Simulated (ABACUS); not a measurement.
# NaI (Fm-3m) in ABACUS: equation of state

How stiff is NaI in PBE, and what volume does it want? The cell is scaled to several volumes.

Everything below comes from runs of ABACUS 3.10.1. Logs are shortened: lines on timing, memory, paths and dates and some standing lists are left out, and cuts for length are marked.

**1. The crystal as given**

It takes space group Fm-3m (No. 225, cubic). The conventional cell has a = 6.473 Å, b = 6.473 Å, c = 6.473 Å, α = 90.00°, β = 90.00°, γ = 90.00°. I (site symmetry m-3m) has 6 Na at 3.24 Å as nearest neighbours. Na (site symmetry m-3m) is surrounded by 6 I at 3.24 Å.

**2. Equation of state, PBE, 31.87 Å³/atom (volume scaled by 0.94)**

File INPUT:

```
INPUT_PARAMETERS
suffix              NaI
calculation         scf
basis_type          pw
pseudo_dir          ./
symmetry            1
dft_functional      pbe
ecutwfc             89
pseudo_rcut         10
nspin               1
nbands              12
ks_solver           dav
smearing_method     fd
smearing_sigma      0.00367493
scf_thr             1e-08
scf_nmax            100
mixing_type         broyden
mixing_beta         0.7
cal_force           1
cal_stress          1
kpar                4
```

File STRU:

```
ATOMIC_SPECIES
I 126.9045 I.upf
Na 22.9898 Na.upf

LATTICE_CONSTANT
1.8897261246

LATTICE_VECTORS
0.0000000000 3.1703324822 3.1703324822
3.1703324822 0.0000000000 3.1703324822
3.1703324822 3.1703324822 0.0000000000

ATOMIC_POSITIONS
Direct

I
0.0
1
0.5000000000 0.5000000000 0.5000000000 1 1 1

Na
0.0
1
0.0000000000 0.0000000000 0.0000000000 1 1 1
```

File KPT:

```
K_POINTS
0
Gamma
7 7 7 0 0 0
```

Potentials or basis: PseudoDojo NC SR 0.4.1 PBE standard, plane waves.

Command:

```
$ OMP_NUM_THREADS=1 mpirun -np 4 abacus > log
```

running log:

```text
ABACUS v3.10.1

               Atomic-orbital Based Ab-initio Computation at UStc

 ------------------------------------------------------------------------------------

 READING GENERAL INFORMATION
                           global_out_dir = OUT.NaI/
                           global_in_card = INPUT
                               pseudo_dir = ./
[... 8 lines left out ...]

 READING ATOM TYPE 1
                               atom label = I
                      L=0, number of zeta = 1
                      L=1, number of zeta = 1
                      L=2, number of zeta = 1
             number of atom for this type = 1

 READING ATOM TYPE 2
                               atom label = Na
                      L=0, number of zeta = 1
                      L=1, number of zeta = 1
                      L=2, number of zeta = 1
             number of atom for this type = 1

                        TOTAL ATOM NUMBER = 2
DIRECT COORDINATES
    atom                   x                   y                   z     mag                  vx                  vy                  vz
taud_I1            0.5000000000        0.5000000000        0.5000000000  0.0000        0.0000000000        0.0000000000        0.0000000000
taud_Na1            0.0000000000        0.0000000000        0.0000000000  0.0000        0.0000000000        0.0000000000        0.0000000000

                          Volume (Bohr^3) = 430.072
                             Volume (A^3) = 63.73

 Lattice vectors: (Cartesian coordinate: in unit of a_0)
                   +0            +3.17033            +3.17033
             +3.17033                  +0            +3.17033
             +3.17033            +3.17033                  +0
 Reciprocal vectors: (Cartesian coordinate: in unit of 2 pi/a_0)
            -0.157712           +0.157712           +0.157712
            +0.157712           -0.157712           +0.157712
            +0.157712           +0.157712           -0.157712
 The esolver type has been set to : ksdft_pw

                PAO radial cut off (Bohr) = 10

 Read in pseudopotential file is I.upf
                     pseudopotential type = NC
          exchange-correlation functional = PBE
                 nonlocal core correction = 1
                        valence electrons = 7
                                     lmax = 2
                           number of zeta = 2
                     number of projectors = 6
                           L of projector = 0
[... 5 lines left out ...]
                PAO radial cut off (Bohr) = 10

 Read in pseudopotential file is Na.upf
                     pseudopotential type = NC
[... 165 lines left out ...]

                                     npwx = 6117

 Make real space PAO into reciprocal space.
       max mesh points in Pseudopotential = 1001
     dq(describe PAO in reciprocal space) = 0.01
                                    max q = 1136

 number of pseudo atomic orbitals for I is 2
WARNING: norm of atomic wavefunction # 2 of atomic type I is 0.999992, renormalized

 number of pseudo atomic orbitals for Na is 3
WARNING: norm of atomic wavefunction # 3 of atomic type Na is 0.996862, renormalized

 -------------------------------------------
 SELF-CONSISTENT
 -------------------------------------------
                                 init_chg = atomic

 PW ALGORITHM --------------- ION=   1  ELEC=   1--------------------------------
 Notice: Threshold on eigenvalues was too large.
 hsover_error=0.16 > DRHO=0.0184245
 Origin diag ethr = 0.01
 New diag ethr = 0.000115153

 Density error is 0.0179862956857
                          Error Threshold = 0.000115153377517
----------------------------------------------------------
     Energy           Rydberg                 eV
----------------------------------------------------------
 E_KohnSham     -117.4862811449      -1598.4828604010
 E_Harris       -117.8799294852      -1603.8387208363
 E_Fermi        0.2932048171         3.9892561930
----------------------------------------------------------
[... 51 lines left out ...]
 Density error is 4.42432213326e-09
                          Error Threshold = 3.0294999368e-10
----------------------------------------------------------
     Energy           Rydberg                 eV
----------------------------------------------------------
 E_KohnSham     -117.4890583084      -1598.5206456488
 E_KS(sigma->0) -117.4890583084      -1598.5206456488
 E_Harris       -117.4885317718      -1598.5134817499
 E_band         -16.6343971485       -226.3225840142
 E_one_elec     -76.6979825885       -1043.5295883089
 E_Hartree      42.2124287607        574.3295575647
 E_xc           -21.8007791687       -296.6148175334
 E_Ewald        -61.2027253119       -832.7057973712
 E_entropy(-TS) -0.0000000000        -0.0000000000
 E_descf        0.0000000000         0.0000000000
 E_exx          0.0000000000         0.0000000000
 E_Fermi        0.2977306694         4.0508335729
----------------------------------------------------------

 charge density convergence is achieved
 final etot is -1598.5206456 eV
 EFERMI = 4.0508335729 eV

 STATE ENERGY(eV) AND OCCUPATIONS    NSPIN == 1
 1/5 kpoint (Cartesian) = 0.0000 0.0000 0.0000 (6081 pws)
       1       -48.1580     0.00583090
       2       -20.0852     0.00583090
       3       -20.0852     0.00583090
       4       -20.0852     0.00583090
       5       -8.87304     0.00583090
       6        2.31484     0.00583090
       7        2.31484     0.00583090
       8        2.31484     0.00583090
       9        6.12737    5.35956e-21
      10        10.2786    4.69813e-57
      11        10.2786    4.69813e-57
      12        10.2786    4.69813e-57
[... 43 lines left out ...]
 5/5 kpoint (Cartesian) = 0.0000 0.0000 0.045061 (6090 pws)
       1       -48.1580      0.0349854
       2       -20.0864      0.0349854
       3       -20.0856      0.0349854
       4       -20.0856      0.0349854
       5       -8.78643      0.0349854
       6        1.67770      0.0349854
       7        2.13191      0.0349854
       8        2.13191      0.0349854
       9        7.04864    3.20078e-28
      10        9.41547    8.85591e-49
      11        10.7973    8.80072e-61
      12        10.7973    8.80071e-61

------------------------------------------------------------------------------------------
 TOTAL-FORCE (eV/Angstrom)
------------------------------------------------------------------------------------------
                        I1         0.0000000000         0.0000000000         0.0000000000
                       Na1         0.0000000000         0.0000000000         0.0000000000
------------------------------------------------------------------------------------------

----------------------------------------------------------------
 TOTAL-STRESS (KBAR)
----------------------------------------------------------------
        16.5246024019         0.0000000000         0.0000000000
        -0.0000000000        16.5246024019         0.0000000000
        -0.0000000000         0.0000000000        16.5246024019
----------------------------------------------------------------
 TOTAL-PRESSURE: 16.524602 KBAR

 --------------------------------------------
 !FINAL_ETOT_IS -1598.5206456487505875 eV
 --------------------------------------------
```

It took 8.6 s on 4 MPI ranks of AMD EPYC 7B13 (Zen 3), shared host; peak memory 0.44 GiB.

What came out:

- Free energy: -1598.5206 eV
- Pressure: 1.7 GPa
- Band gap on the k mesh: 3.81 eV, direct

Caveat: spin-orbit coupling is left out, which moves the levels of the heavy elements.

**3. Equation of state, PBE, 32.54 Å³/atom (volume scaled by 0.96)**

INPUT is that of step 2.

Edit STRU of step 2 so:

```diff
@@ -8,5 +8,5 @@
 LATTICE_VECTORS
-0.0000000000 3.1703324822 3.1703324822
-3.1703324822 0.0000000000 3.1703324822
-3.1703324822 3.1703324822 0.0000000000
+0.0000000000 3.1926595029 3.1926595029
+3.1926595029 0.0000000000 3.1926595029
+3.1926595029 3.1926595029 0.0000000000
```

KPT is that of step 2.

Potentials or basis: PseudoDojo NC SR 0.4.1 PBE standard, plane waves.

Command:

```
$ OMP_NUM_THREADS=1 mpirun -np 4 abacus > log
```

Wall time 8.4 s (4 MPI ranks of AMD EPYC 7B13 (Zen 3), shared host); peak memory 0.44 GiB.

The run converged. Its results:

| Property | Result |
| --- | --- |
| Free energy | -1598.5327 eV |
| Pressure | 1.2 GPa |
| Band gap on the k mesh | 3.75 eV, direct |

Caveat: spin-orbit coupling is left out, which moves the levels of the heavy elements.

**4. Equation of state, PBE, 33.22 Å³/atom (volume scaled by 0.98)**

INPUT is that of step 3.

Edit STRU of step 3 so:

```diff
@@ -8,5 +8,5 @@
 LATTICE_VECTORS
-0.0000000000 3.1926595029 3.1926595029
-3.1926595029 0.0000000000 3.1926595029
-3.1926595029 3.1926595029 0.0000000000
+0.0000000000 3.2146785402 3.2146785402
+3.2146785402 0.0000000000 3.2146785402
+3.2146785402 3.2146785402 0.0000000000
```

KPT is that of step 3.

Potentials or basis: PseudoDojo NC SR 0.4.1 PBE standard, plane waves.

Command:

```
$ OMP_NUM_THREADS=1 mpirun -np 4 abacus > log
```

running log:

```text
ABACUS v3.10.1

               Atomic-orbital Based Ab-initio Computation at UStc

 ------------------------------------------------------------------------------------

 READING GENERAL INFORMATION
                           global_out_dir = OUT.NaI/
                           global_in_card = INPUT
                               pseudo_dir = ./
[... 8 lines left out ...]

 READING ATOM TYPE 1
                               atom label = I
                      L=0, number of zeta = 1
                      L=1, number of zeta = 1
                      L=2, number of zeta = 1
             number of atom for this type = 1

 READING ATOM TYPE 2
                               atom label = Na
                      L=0, number of zeta = 1
                      L=1, number of zeta = 1
                      L=2, number of zeta = 1
             number of atom for this type = 1

                        TOTAL ATOM NUMBER = 2
DIRECT COORDINATES
    atom                   x                   y                   z     mag                  vx                  vy                  vz
taud_I1            0.5000000000        0.5000000000        0.5000000000  0.0000        0.0000000000        0.0000000000        0.0000000000
taud_Na1            0.0000000000        0.0000000000        0.0000000000  0.0000        0.0000000000        0.0000000000        0.0000000000

                          Volume (Bohr^3) = 448.373
                             Volume (A^3) = 66.4419

 Lattice vectors: (Cartesian coordinate: in unit of a_0)
                   +0            +3.21468            +3.21468
             +3.21468                  +0            +3.21468
             +3.21468            +3.21468                  +0
 Reciprocal vectors: (Cartesian coordinate: in unit of 2 pi/a_0)
            -0.155537           +0.155537           +0.155537
            +0.155537           -0.155537           +0.155537
            +0.155537           +0.155537           -0.155537
 The esolver type has been set to : ksdft_pw

                PAO radial cut off (Bohr) = 10

 Read in pseudopotential file is I.upf
                     pseudopotential type = NC
          exchange-correlation functional = PBE
[... 207 lines left out ...]
----------------------------------------------------------
     Energy           Rydberg                 eV
----------------------------------------------------------
 E_KohnSham     -117.4875204547      -1598.4997220748
 E_Harris       -117.8859715061      -1603.9209267492
 E_Fermi        0.2531032742         3.4436467114
----------------------------------------------------------
[... 51 lines left out ...]
 Density error is 5.11648191249e-09
                          Error Threshold = 3.55395661241e-10
----------------------------------------------------------
     Energy           Rydberg                 eV
----------------------------------------------------------
 E_KohnSham     -117.4905554582      -1598.5410154167
 E_KS(sigma->0) -117.4905554582      -1598.5410154167
 E_Harris       -117.4899587023      -1598.5328961360
 E_band         -17.0231309680       -231.6115789655
 E_one_elec     -78.0120535272       -1061.4084406504
 E_Hartree      42.6641575126        580.4756425407
 E_xc           -21.7842174939       -296.3894843889
 E_Ewald        -60.3584419497       -821.2187329181
 E_entropy(-TS) -0.0000000000        -0.0000000000
 E_descf        0.0000000000         0.0000000000
 E_exx          0.0000000000         0.0000000000
 E_Fermi        0.2577045388         3.5062501276
----------------------------------------------------------

 charge density convergence is achieved
 final etot is -1598.5410154 eV
 EFERMI = 3.5062501276 eV

 STATE ENERGY(eV) AND OCCUPATIONS    NSPIN == 1
 1/5 kpoint (Cartesian) = 0.0000 0.0000 0.0000 (6375 pws)
       1       -48.5480     0.00583090
       2       -20.4720     0.00583090
       3       -20.4720     0.00583090
       4       -20.4720     0.00583090
       5       -9.10572     0.00583090
       6        1.96602     0.00583090
       7        1.96602     0.00583090
       8        1.96602     0.00583090
       9        5.65967    1.15186e-21
      10        9.93216    8.93264e-59
      11        9.93216    8.93264e-59
      12        9.93216    8.93264e-59
[... 43 lines left out ...]
 5/5 kpoint (Cartesian) = 0.0000 0.0000 0.044439 (6330 pws)
       1       -48.5479      0.0349854
       2       -20.4729      0.0349854
       3       -20.4723      0.0349854
       4       -20.4723      0.0349854
       5       -9.02868      0.0349854
       6        1.36997      0.0349854
       7        1.79786      0.0349854
       8        1.79786      0.0349854
       9        6.54423    1.43322e-28
      10        9.10014    9.03562e-51
      11        10.3540    1.16110e-61
      12        10.4136    3.52505e-62

------------------------------------------------------------------------------------------
 TOTAL-FORCE (eV/Angstrom)
------------------------------------------------------------------------------------------
                        I1         0.0000000000         0.0000000000         0.0000000000
                       Na1         0.0000000000         0.0000000000         0.0000000000
------------------------------------------------------------------------------------------

----------------------------------------------------------------
 TOTAL-STRESS (KBAR)
----------------------------------------------------------------
         7.8866804731         0.0000000000         0.0000000000
         0.0000000000         7.8866804731        -0.0000000000
         0.0000000000        -0.0000000000         7.8866804731
----------------------------------------------------------------
 TOTAL-PRESSURE: 7.886680 KBAR

 --------------------------------------------
 !FINAL_ETOT_IS -1598.5410154167195742 eV
 --------------------------------------------
```

It took 7.7 s on 4 MPI ranks of AMD EPYC 7B13 (Zen 3), shared host; peak memory 0.44 GiB.

Results:

| Quantity | Value |
| --- | --- |
| Free energy | -1598.5410 eV |
| Pressure | 0.8 GPa |
| Band gap on the k mesh | 3.69 eV, direct |

Caveat: spin-orbit coupling is left out, which moves the levels of the heavy elements.

**5. Equation of state, PBE, 33.90 Å³/atom**

INPUT is that of step 4.

Edit STRU of step 4 so:

```diff
@@ -8,5 +8,5 @@
 LATTICE_VECTORS
-0.0000000000 3.2146785402 3.2146785402
-3.2146785402 0.0000000000 3.2146785402
-3.2146785402 3.2146785402 0.0000000000
+0.0000000000 3.2364000000 3.2364000000
+3.2364000000 0.0000000000 3.2364000000
+3.2364000000 3.2364000000 0.0000000000
```

KPT is that of step 4.

Command:

```
$ OMP_NUM_THREADS=1 mpirun -np 4 abacus > log
```

Run time: 7.8 s. Hardware: 4 MPI ranks of AMD EPYC 7B13 (Zen 3), shared host; peak memory 0.44 GiB.

The run converged. Its results:

```yaml
Free_energy: -1598.5461 eV
Pressure: 0.4 GPa
Band_gap_on_the_k_mesh: 3.64 eV, direct
```

Caveat: spin-orbit coupling is left out, which moves the levels of the heavy elements.

**6. Equation of state, PBE, 34.58 Å³/atom (volume scaled by 1.02)**

INPUT is that of step 5.

Edit STRU of step 5 so:

```diff
@@ -8,5 +8,5 @@
 LATTICE_VECTORS
-0.0000000000 3.2364000000 3.2364000000
-3.2364000000 0.0000000000 3.2364000000
-3.2364000000 3.2364000000 0.0000000000
+0.0000000000 3.2578337372 3.2578337372
+3.2578337372 0.0000000000 3.2578337372
+3.2578337372 3.2578337372 0.0000000000
```

KPT is that of step 5.

Potentials or basis: PseudoDojo NC SR 0.4.1 PBE standard, plane waves.

Command:

```
$ OMP_NUM_THREADS=1 mpirun -np 4 abacus > log
```

It took 8.1 s on 4 MPI ranks of AMD EPYC 7B13 (Zen 3), shared host; peak memory 0.48 GiB.

The run converged. Its results:

| Item | Value |
| --- | --- |
| Free energy | -1598.5483 eV |
| Pressure | 0.1 GPa |
| Band gap on the k mesh | 3.59 eV, direct |

Caveat: spin-orbit coupling is left out, which moves the levels of the heavy elements.

**7. Equation of state, PBE, 35.25 Å³/atom (volume scaled by 1.04)**

INPUT is that of step 6.

Edit STRU of step 6 so:

```diff
@@ -8,5 +8,5 @@
 LATTICE_VECTORS
-0.0000000000 3.2578337372 3.2578337372
-3.2578337372 0.0000000000 3.2578337372
-3.2578337372 3.2578337372 0.0000000000
+0.0000000000 3.2789890945 3.2789890945
+3.2789890945 0.0000000000 3.2789890945
+3.2789890945 3.2789890945 0.0000000000
```

KPT is that of step 6.

Command:

```
$ OMP_NUM_THREADS=1 mpirun -np 4 abacus > log
```

Wall time 7.8 s (4 MPI ranks of AMD EPYC 7B13 (Zen 3), shared host); peak memory 0.44 GiB.

Results (log left out):

* Free energy: -1598.5479 eV
* Pressure: -0.2 GPa
* Band gap on the k mesh: 3.54 eV, direct

Caveat: spin-orbit coupling is left out, which moves the levels of the heavy elements.

**8. Equation of state, PBE, 35.93 Å³/atom (volume scaled by 1.06)**

INPUT is that of step 7.

Edit STRU of step 7 so:

```diff
@@ -8,5 +8,5 @@
 LATTICE_VECTORS
-0.0000000000 3.2789890945 3.2789890945
-3.2789890945 0.0000000000 3.2789890945
-3.2789890945 3.2789890945 0.0000000000
+0.0000000000 3.2998749385 3.2998749385
+3.2998749385 0.0000000000 3.2998749385
+3.2998749385 3.2998749385 0.0000000000
```

KPT is that of step 7.

Command:

```
$ OMP_NUM_THREADS=1 mpirun -np 4 abacus > log
```

Wall time 8.1 s (4 MPI ranks of AMD EPYC 7B13 (Zen 3), shared host); peak memory 0.44 GiB.

It converged, with:

* Free energy: -1598.5452 eV
* Pressure: -0.4 GPa
* Band gap on the k mesh: 3.49 eV, direct

Caveat: spin-orbit coupling is left out, which moves the levels of the heavy elements.

**9. Equation of state, PBE**

Potentials or basis: PseudoDojo NC SR 0.4.1 PBE standard, plane waves.

This step only gathers the single runs of the series.

Results:

* Equilibrium volume: 34.81 Å³/atom
* Bulk modulus: 15.1 GPa
* Pressure derivative of the bulk modulus: 4.9

Energy against volume, from the lowest point:
| volume (Å³/atom) | energy (meV/atom) |
| --- | --- |
| 31.865 | 13.83 |
| 32.543 | 7.83 |
| 33.221 | 3.65 |
| 33.899 | 1.10 |
| 34.577 | 0.00 |
| 35.255 | 0.20 |
| 35.933 | 1.54 |

The run has no spin-orbit coupling, so splittings on I are missing. Zero-point motion and thermal expansion aren't in these numbers.
